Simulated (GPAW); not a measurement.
Crystal: CdTe.

```xyz
2
Lattice="0.0000 3.2050 3.2050 3.2050 0.0000 3.2050 3.2050 3.2050 0.0000" Properties=species:S:1:pos:R:3 pbc="T T T"
Te    1.6025    1.6025    1.6025
Cd    0.0000    0.0000    0.0000
```

Base run:

- Program: GPAW 26.7.0
- Functional: r4SCAN
- Potentials or basis: GPAW PAW data sets (gpaw-data 1.2.1)
- Cutoff: 600 eV
- Basis: pw
- k mesh: 6 × 6 × 6
- Occupations: fermi-dirac, width 0.05 eV
- Spin: spin-orbit coupling, no magnetisation

Its results: band gap on the k mesh 0.86 eV, direct; pressure 2.3 GPa.

Task: The run is repeated on the same cell with these changes: functional from r4SCAN to TPSS; spin axis theta (degrees) from 90 to 0. What comes out?

Result: Band gap on the k mesh 0.77 eV, direct; pressure 3.3 GPa.

Caveats: spin-orbit coupling was added after a scalar SCF, so levels and gaps hold it while energy, forces, pressure and moments don't; this program's spin-orbit splittings come out too wide for heavy elements; the PAW data sets were made with another functional, which shifts forces and pressure a little.

Not every run made on this cell is shown here.
